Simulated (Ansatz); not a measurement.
# A failed many-body run on SiC (P6_3mc)

What is wrong with this input for SiC (P6_3mc)?

Program: Ansatz 0.2.0. Level of theory: G0W0 on PBE, plane waves, PAW; PAW set soft_1. Results are calculated unless marked as measured.

### 1. Starting point

Symmetry: P6_3mc, No. 186, hexagonal system. Conventional cell: a = 3.074 Å, b = 3.074 Å, c = 5.045 Å, α = 90.00°, β = 90.00°, γ = 120.00°. Nearest to Si lie 4 C at 1.88 to 1.90 Å. Nearest to C lie 4 Si at 1.88 to 1.90 Å. Farther neighbours are not listed.

The cell and positions are those that the Materials Project relaxed with its own functionals (PBE, PBE+U or r2SCAN), kept fixed.

### 2. First try

input.yaml

```yaml
crystal:
  lattice:
    - [3.0735139282, 0.0, 0.0]
    - [-1.5367569641, 2.6617411407, 0.0]
    - [0.0, 0.0, 5.04524771]
  atoms:
    - { symbol: Si, position: [0.33333333, 0.66666667, 0.4996024] }
    - { symbol: Si, position: [0.66666667, 0.33333333, 0.9996024] }
    - { symbol: C, position: [0.33333333, 0.66666667, 0.8753976] }
    - { symbol: C, position: [0.66666667, 0.33333333, 0.3753976] }
kpoints:
  mp_grid: { grid: [2, 2, 2] }
hamiltonian:
  xc: pbe
  pseudopotentials: { kind: paw, azcp: { folder: soft_1 } }
scf:
  occupations: { method: fixed }
gw:
  n_empty_bands: 67
  ecut_chi: 80
  qp_bands: [v2, c2]
  qp_kpoints: band_edges
  screening: { model: contour_deformation }
```

The run is started by

```sh
$ ansatz run input.yaml --threads 3 --pin off --max-ram 92160MiB --backend cuda --events-out ev --progress --plain --runs-dir out --devices 1 --max-vram 13GiB
```

Numbers of over 12 decimals in the logs are rounded to 6 here.

What it wrote:

```text
GPUs: using 1 of 1 available (devices: 1).
Engine: ansatz 0.2.0, x86_64-unknown-linux-gnu
Pseudopotentials: kind: paw
Pseudopotential: Si, paw, valence charge 4, recommended cutoff 420 eV (normal), soft_1/Si.paw.azcp
Pseudopotential: C, paw, valence charge 4, recommended cutoff 420 eV (normal), soft_1/C.paw.azcp
Functional definition: PBE
  parameter kappa = 0.804
  parameter beta = 0.066725
  exchange = pbe_x(kappa = kappa, mu = beta*pi^2/3)
  correlation = pbe_c(beta = beta)
concurrent solve slots: 2 of 3 are kept, ahead of what memory takes: no pass of the eigensolver takes more rounds on 2
device memory: the entry about to start is reckoned to put 0.6 GiB on a device that reports 36.2 GiB free (of which the cap on the GPU budget leaves the run 13.0 GiB)
GPU FFT provider: cuFFT
GPU libraries: cuBLAS 13.8.2, cuFFT 12.4.0, cuSOLVER 12.3.4
Crystal: 4 atoms, lattice volume = 41.275 Å³
Basis set: ecut = 420 eV, 785 PW (Γ)
Bands: 12, of which v1, the nominal top of the filled ones, is band 8 counted from 1 (7 counted from 0)
Symmetry: 12 space group operations
Space group: P63mc (ITA 186), of the structure as read, at distance tolerance 3.5e-5 Å
k-points: 4 of 8
Non-local potential: Si, projectors of the file, l = 0: 2, l = 1: 2, l = 2: 1
Non-local potential: C, projectors of the file, l = 0: 2, l = 1: 2, l = 2: 1
PAW form: soft (Blöchl's): semilocal exchange-correlation on the pseudo side does not see the compensation charge
PAW one-centre angular grid: Si, 110 points (default); XC on 64 Gauss nodes
PAW one-centre angular grid: C, 110 points (default); XC on 64 Gauss nodes
Initial density: superposition of atomic densities (chi_scale 0.1, normalization cell, long waves kept (reshape's long-wave potential 0.00 eV rms))
Initial wavefunctions: pseudopotential atomic-orbital guess
GPU buffer pool allocated for 20736 grid points (all kernels)
GPU transforms: local potential and band sums: pruned to the plane-wave sphere, on 24×24×36
Functional: x = pbe(κ = 0.804, μ = 0.219515), c = pbe(β = 0.066725)
SCF iter   1: F=—  HF=-1775.672066 eV  |F-HF|=—  |Δ(HF+E_count)|=         —  Δρ=1.53e-1  dr2=1.18e1  ethr=3.10e-3  ⟨swp⟩=4.0  Hψ=276  notcnv=0  defer=5
preconditioner: auto → none  [insulator: Δε(μ)=4.680 eV  Ē_g=12.096 eV  n_scr=2 (ndim 8)  ℏωp=23.1 eV  f_vac=0.000  ε∞_Penn≈4.7]
SCF iter   2: F=—  HF=-1772.061459 eV  |F-HF|=—  |Δ(HF+E_count)|=    3.61e0  Δρ=5.35e-2  dr2=6.89e-1  ethr=3.10e-3  ⟨swp⟩=3.8  Hψ=155  notcnv=0  defer=6
SCF iter   3: F=—  HF=-1771.917005 eV  |F-HF|=—  |Δ(HF+E_count)|=   1.44e-1  Δρ=2.20e-2  dr2=1.04e-1  ethr=3.10e-3  ⟨swp⟩=2.8  Hψ=107  notcnv=0  defer=8
SCF iter   4: F=—  HF=-1771.916667 eV  |F-HF|=—  |Δ(HF+E_count)|=   3.38e-4  Δρ=2.00e-3  dr2=1.03e-3  ethr=6.47e-4  ⟨swp⟩=2.0  Hψ=56  notcnv=0  defer=8
SCF iter   5: F=—  HF=-1771.917080 eV  |F-HF|=—  |Δ(HF+E_count)|=   4.13e-4  Δρ=2.65e-4  dr2=1.21e-5  ethr=6.45e-6  ⟨swp⟩=3.0  Hψ=88  notcnv=0  defer=8
SCF iter   6: F=—  HF=-1771.917099 eV  |F-HF|=—  |Δ(HF+E_count)|=   1.89e-5  Δρ=6.10e-5  dr2=9.21e-7  ethr=7.57e-8  ⟨swp⟩=2.0  Hψ=80  notcnv=0
SCF iter   7: F=-1771.917099 eV  HF=-1771.917099 eV  |F-HF|=4.38e-9  |Δ(HF+E_count)|=   2.46e-7  Δρ=8.59e-6  dr2=1.71e-8  ethr=6.25e-10  ⟨swp⟩=5.2  Hψ=247  notcnv=0
SCF 1 converged in 7 iterations: F = -1771.917099 eV  dr2 = 1.71e-8
[...]
concurrent solve slots: 2 of 3 are kept, ahead of what memory takes: no pass of the eigensolver takes more rounds on 2
device memory: the entry about to start is reckoned to put 0.8 GiB on a device that reports 36.2 GiB free (of which the cap on the GPU budget leaves the run 13.0 GiB)
NSCF: frozen V_eff on 4 k-points
[...]
concurrent solve slots: 2 of 3 are kept, ahead of what memory takes: no pass of the eigensolver takes more rounds on 2
device memory: the entry about to start is reckoned to put 1.0 GiB on a device that reports 36.2 GiB free (of which the cap on the GPU budget leaves the run 13.0 GiB)
NSCF: frozen V_eff on 4 k-points
G₀W₀ screening: q 1/4
[... further progress lines ...]
device memory: the entry about to start is reckoned to put 0.3 GiB on a device that reports 34.6 GiB free (of which the cap on the GPU budget leaves the run 13.0 GiB)
NSCF: frozen V_eff on 1 k-points
device memory: the entry about to start is reckoned to put 0.3 GiB on a device that reports 32.2 GiB free (of which the cap on the GPU budget leaves the run 13.0 GiB)
NSCF: frozen V_eff on 1 k-points
SCF converged after 7 iterations
Free energy (F): -1771.917099 eV
Harris-Foulkes:  -1771.917099 eV  (|F-HF|=4.38e-9)
Internal energy: -1771.917099 eV  (E = F + TS)
E sigma→0 (E₀):  -1771.917099 eV
Fermi energy:    9.928786 eV
--- Per-component energies (eV) ---
  E_band       = 63.113351
  E_kinetic    = 273.918454
  E_local      = -196.875326  (includes V_loc(G=0)·N_el)
  E_nonlocal   = 88.134038
  E_hartree    = 67.558615
  E_xc         = -211.408901
  E_vxc        = -217.574191  (∫ρ·V_xc dr)
  E_paw        = -1223.998428  (= ΣΔE_a)
  E_vpaw       = -19.607727  (= ΣTr[D̂ρ^β])
  E_aug_tail   = 0.000103  (compensation charges beyond the density's cutoff)
  E_ewald      = -569.245654
  E_smearing   = -0.000000  (= −TS)
  E_closure    = -0.000000  (closes the sum)
  Σ components = -1771.917099   (vs F -1771.917099, Δ=0.00e0)
--- Band table (eV) ---
  k-point 0: bands = [... 4 lower, 8.5690, 9.8056, 9.9288, 9.9288, 14.5835, 16.0600, 16.3658, 16.3658]
  k-point 1: bands = [... 4 lower, 9.1913, 9.1913, 9.1913, 9.1913, 15.6627, 15.6627, 17.0579, 17.0579]
  k-point 2: bands = [... 4 lower, 4.3592, 6.5106, 6.5185, 8.6918, 12.4943, 14.0054, 16.6895, 16.8412]
  k-point 3: bands = [... 4 lower, 7.4047, 7.4047, 7.5292, 7.5292, 13.0237, 13.0237, 14.9853, 14.9853]
--- G₀W₀: contour deformation, 6 samples at zero and on the imaginary axis and 1 off it, 8 q-points, 67 empty bands' worth ---
  eigenvalues of the whole cell's RPA ε∞ on this k-mesh (on a slab, of 1 + 4πα/V) = 7.8442, 13.8856, 13.8856; static W/v taken at q = 0 is 0.067615
  bands read: the sum over 75 bands ends inside a degenerate multiplet in 3 slots, whose members it reads at an even weight; the widest, k=1: bands 73 to 76 (counted from 1) at 3/4 each
  gw.qp_kpoints: band_edges: 4 of 4 stored k-points solved, in 1 pass; an edge of the gap read off the rows below is read off those points alone
    ik  band        ε_KS         Σx   Σc(E_QP)       V_xc       Z   E_QP_lin       E_QP  E_QP is
     0     7      9.9288   -19.4900     3.4434   -15.8643  0.7913     9.7463     9.7466  root
     0     8      9.9288   -19.4900     3.4434   -15.8643  0.7913     9.7463     9.7466  root
     0     9     14.5835    -8.1950    -5.4936   -14.3775  0.7945    15.2749    15.2724  root
     0    10     16.0600    -9.0410    -5.2932   -14.9358  0.7907    16.6650    16.6615  root
     1     7      9.1913   -19.7045     3.6932   -15.7371  0.7866     8.9165     8.9171  root
     1     8      9.1913   -19.7045     3.6932   -15.7371  0.7866     8.9165     8.9171  root
     1     9     15.6627    -7.9492    -5.6440   -14.2872  0.7956    16.3645    16.3566  root
     1    10     15.6627    -7.9492    -5.6440   -14.2872  0.7956    16.3645    16.3566  root
     2     7      6.5185   -17.0597     2.9813   -13.7467  0.7862     6.1850     6.1868  root
     2     8      8.6918   -19.4824     3.5231   -15.6639  0.7878     8.3957     8.3964  root
     2     9     12.4943    -6.3653    -5.0326   -11.7949  0.8145    12.8923    12.8913  root
     2    10     14.0054    -7.2977    -4.6669   -12.4079  0.8077    14.4501    14.4487  root
     3     7      7.5292   -18.5178     3.1011   -15.1567  0.7868     7.2689     7.2692  root
     3     8      7.5292   -18.5178     3.1011   -15.1567  0.7868     7.2689     7.2692  root
     3     9     13.0237    -6.9827    -4.8024   -12.1448  0.8123    13.3842    13.3834  root
     3    10     13.0237    -6.9827    -4.8024   -12.1448  0.8123    13.3842    13.3834  root
```

The job ended after 6.1 s (1 × NVIDIA H100 80GB HBM3 (shared by 6 runs) with 3 threads of AMD EPYC 7R13 (Zen 3), shared host; peak memory 0.98 GiB).

**What went wrong?**

The run ended normally, though the input holds a fault or crude settings.

The fault: G0W0 on a mesh far too coarse. So few points can't sample the density or the screening, and the band edges may lie elsewhere in the zone.

It printed a gap of 3.14 eV, which is an artefact of the settings.

### 3. A better input

Now the one-shot GW correction: screening in the RPA, then the self-energy of the levels asked for. This step takes PAW set soft_1 files.

input.yaml, as its differences from that of step 2:

```diff
@@ -11,3 +11,3 @@
 kpoints:
-  mp_grid: { grid: [2, 2, 2] }
+  mp_grid: { grid: [6, 6, 4] }
 hamiltonian:
@@ -18,4 +18,4 @@
 gw:
-  n_empty_bands: 67
-  ecut_chi: 80
+  n_empty_bands: 123
+  ecut_chi: 120
   qp_bands: [v2, c2]
```

What it wrote:

```text
GPUs: using 1 of 1 available (devices: 1).
[...]
GPU FFT provider: cuFFT
GPU libraries: cuBLAS 13.8.2, cuFFT 12.4.0, cuSOLVER 12.3.4
Crystal: 4 atoms, lattice volume = 41.275 Å³
Basis set: ecut = 420 eV, 785 PW (Γ)
Bands: 12, of which v1, the nominal top of the filled ones, is band 8 counted from 1 (7 counted from 0)
[... 1 set-up line as in the run before ...]
[...]
k-points: 21 of 144 (time reversal used)
[...]
GPU buffer pool allocated for 20736 grid points (all kernels)
[...]
SCF iter   1: F=—  HF=-1777.330936 eV  |F-HF|=—  |Δ(HF+E_count)|=         —  Δρ=1.39e-1  dr2=9.76e0  ethr=3.10e-3  ⟨swp⟩=4.4  Hψ=1469  notcnv=0  defer=36
[...]
SCF iter   7: F=-1774.295312 eV  HF=-1774.295312 eV  |F-HF|=4.90e-9  |Δ(HF+E_count)|=   1.54e-7  Δρ=7.05e-6  dr2=1.11e-8  ethr=6.25e-10  ⟨swp⟩=5.8  Hψ=1280  notcnv=0
SCF 1 converged in 7 iterations: F = -1774.295312 eV  dr2 = 1.11e-8
[...]
0     7      9.6660   -18.3642     2.0896   -15.8111  0.7907     9.2011     9.2025  root
     0     8      9.6660   -18.3642     2.0896   -15.8111  0.7907     9.2011     9.2025  root
     0     9     14.4813    -9.2037    -4.7196   -14.5076  0.8043    15.0682    15.0656  root
     0    10     15.8703    -9.2913    -5.1495   -15.0286  0.7873    16.4618    16.4581  root
     1     7      9.4441   -18.4251     2.1608   -15.7761  0.7900     8.9544     8.9560  root
     1     8      9.4441   -18.4251     2.1608   -15.7761  0.7900     8.9544     8.9560  root
     1     9     14.7627    -9.1140    -4.7816   -14.4883  0.8032    15.3581    15.3554  root
     1    10     16.4636    -7.6536    -5.0768   -13.3398  0.7994    17.0767    17.0730  root
[...]
20     7      7.9245   -18.6496     2.5370   -15.4976  0.7834     7.3063     7.3096  root
    20     8      7.9245   -18.6496     2.5370   -15.4976  0.7834     7.3063     7.3096  root
    20     9     14.7419    -7.9195    -4.7005   -13.1495  0.8086    15.2736    15.2714  root
    20    10     14.7419    -7.9195    -4.7005   -13.1495  0.8086    15.2736    15.2714  root
[key lines of the parts left out:]
SCF converged after 7 iterations
Free energy (F): -1774.295312 eV
Fermi energy:    9.665993 eV
```

Run time: 13 s. Hardware: 1 × NVIDIA H100 80GB HBM3 (shared by 6 runs) with 3 threads; peak memory 1.1 GiB; 17 s of CPU time.

This step gave:

| Quantity | Value |
| --- | --- |
| bands summed | 131 |
| RPA ε∞ on this mesh (eigenvalues) | 6.819, 6.937, 6.937 |
| plane waves in the screening matrix | 135 |
| q-points in the mesh | 144 |
| G0W0 gap on the mesh | 2.988 eV |
| k of the valence top | 0, 0, 0 |
| k of the conduction bottom | 0.3333, 0.3333, 0 |
| starting gap on the mesh | 2.271 eV |
| Z at the valence top | 0.7907 |
| Z at the conduction bottom | 0.8219 |
| least direct G0W0 gap on the computed points | 4.922 eV |

The gap on the mesh goes from 2.27 eV to 2.99 eV, a correction of +0.72 eV. Between the two edge states, bare exchange in place of the xc potential would open the gap by 6.90 eV, and correlation takes back 6.18 eV.

### 4. Outcome

```
first try  : converged after 6.1 s
better run : G0W0 gap on the mesh 2.99 eV (6×6×4 mesh, 123 empty bands, screening to 120 eV, PAW set soft_1 files)
```

What this shows: The second run differs in: mesh, empty bands and screening cutoff (eV). Bands and cutoff are finite, so the gap is not at the basis limit. The miss can reach some tenths of an eV and take either sign; the mesh is an error of its own.

[Paths, hosts, dates, memory and timing lines, banners, echoed tables and standing remarks are left out of the program output.]

[Logs are printed without paths, hosts, clocks, repeated set-up lines and the standing remarks that a program may print on its own settings, such as how far it seeks lower states.]

[Runs of the session that timed out or met a known fault of the program may be left out.]

[Cells called generated may have been cut or substituted from an entry of the Crystallography Open Database or the Materials Project.]

[Hosts, paths, dates, database ids (printed as entryN), source tags and the programs' standing remarks are cut or masked in the printed files.]
